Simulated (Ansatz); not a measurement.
# Band edges of CdTe (F-43m)

```xyz
2
Lattice="0.0000 3.2447 3.2447 3.2447 0.0000 3.2447 3.2447 3.2447 0.0000" Properties=species:S:1:pos:R:3 pbc="T T T"
Cd    0.0000    0.0000    0.0000
Te    4.8671    4.8671    4.8671
```

Level of theory, where no other is named: PBEsol, all-electron LAPW in Ansatz 0.2.0, scalar-relativistic. k mesh 8×8×8, fixed occupations, basis error target 1 meV/atom. The cell was relaxed by PAW under this functional.

Extrema are searched on a 10×10×10 mesh and refined by Newton steps; masses come from band slopes 0.005 Å⁻¹ away, 1/m* = (1/ħ²) d²E/dk², negative for holes (the finite step makes the lightest masses up to about 3 % heavy). k is in units of the reciprocal vectors.

**Question.** Where are the band edges, and is the gap direct?

**Answer.** The valence maximum lies at Gamma (0.000, 0.000, 0.000) and the conduction minimum at Gamma (0.000, 0.000, 0.000), so the Kohn-Sham gap of 0.649 eV is direct.

**Question.** What are the electron masses at the edge?

**Answer.** The principal masses are 0.0545, 0.0545, 0.0545 mₑ. One valley has a density-of-states mass (m₁m₂m₃)^(1/3) = 0.0545; the direction-averaged conductivity mass 3/Σ(1/mᵢ) is 0.0545 mₑ.

**Question.** Several bands lie at or near the hole edge, or its surface isn't an ellipsoid. What are the masses by direction?

**Answer.** 

| direction | branch from the edge | its level at the point (eV from the edge) | m*/mₑ |
| --- | --- | --- | --- |
| 100 | 1 | 0.000 | -0.512 |
| 100 | 2 | 0.000 | -0.512 |
| 100 | 3 | 0.000 | -0.0553 |
| 110 | 1 | 0.000 | -2.62 |
| 110 | 2 | 0.000 | -0.512 |
| 110 | 3 | 0.000 | -0.0509 |
| 111 | 1 | 0.000 | -1.1 |
| 111 | 2 | 0.000 | -1.1 |
| 111 | 3 | 0.000 | -0.0496 |
| 11-2 | 1 | 0.000 | -1.14 |
| 11-2 | 2 | 0.000 | -0.699 |
| 11-2 | 3 | 0.000 | -0.0508 |

**Question.** Along the Cartesian direction 100 the conduction slope is 0.6993 eV·Å one step out. What is it four steps out, and what does that say?

**Answer.** 2.598 eV·Å, 3.715 times the first; a parabola would give 4, so the band flattens (non-parabolic).

**Question.** What gap does PAW give in the same cell?

**Answer.** 0.648 eV, -1 meV from the LAPW value.

Known limits: no spin-orbit coupling on heavy atoms; semilocal gaps are low, and what follows the gap (onsets, screening, light masses) shifts with it; without spin-orbit coupling, bands that meet at the valence top are not the light and heavy holes of experiment; the frozen-core PAW files of the compared runs were fitted under PBE, their cores solved anew for this functional.
